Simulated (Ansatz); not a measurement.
InN:
```
InN
1.0
    3.53789     0.00000     0.00000
   -1.76894     3.06390     0.00000
    0.00000     0.00000     5.70099
In N
2 2
Cartesian
  1.76894   1.02130   0.01383
  0.00000   2.04260   2.86432
  1.76894   1.02130   3.55043
  0.00000   2.04260   0.69994
```

Relaxed with HSE06. Special points in fractions of this cell's reciprocal vectors: Γ (0.000, 0.000, 0.000); M (0.500, 0.000, 0.000); K (0.333, 0.333, 0.000); A (0.000, 0.000, 0.500); L (0.500, 0.000, 0.500); H (0.333, 0.333, 0.500).

Problem. List the band energies nearest the valence-band maximum at these points for DFT-HSE06 in the program Ansatz with PAW potentials.

Solution. In eV from the valence-band maximum; about four levels below and three above (degenerate sets whole), none deeper than 8.9 eV; points with the same levels are listed once.

```csv
k,below,above
Γ,-0.98 -0.98 -0.03 0.00 0.00,0.72 3.96 8.39
M,-3.68 -2.55 -1.84 -0.97,5.09 5.59 6.42
K,-4.63 -2.57 -2.57 -2.33,5.97 7.26 7.26
A,-0.50 -0.50 -0.50 -0.50,3.44 3.44 8.43 8.43
L,-1.80 -1.80 -1.68 -1.68,4.53 4.53 8.07 8.07
H,-3.61 -3.61 -1.36 -1.36,6.51 6.51 7.35 7.35
```

Space group P6_3mc (wurtzite). The cell was relaxed with HSE06 under the symmetry of its start. The hybrid was solved on a coarse mesh, the path and, where they were found, the r²SCAN edge points; its band edges are the extreme levels among these. Spin–orbit coupling is left out wherever it is not named.

Potentials: the later of the program's two PAW sets.
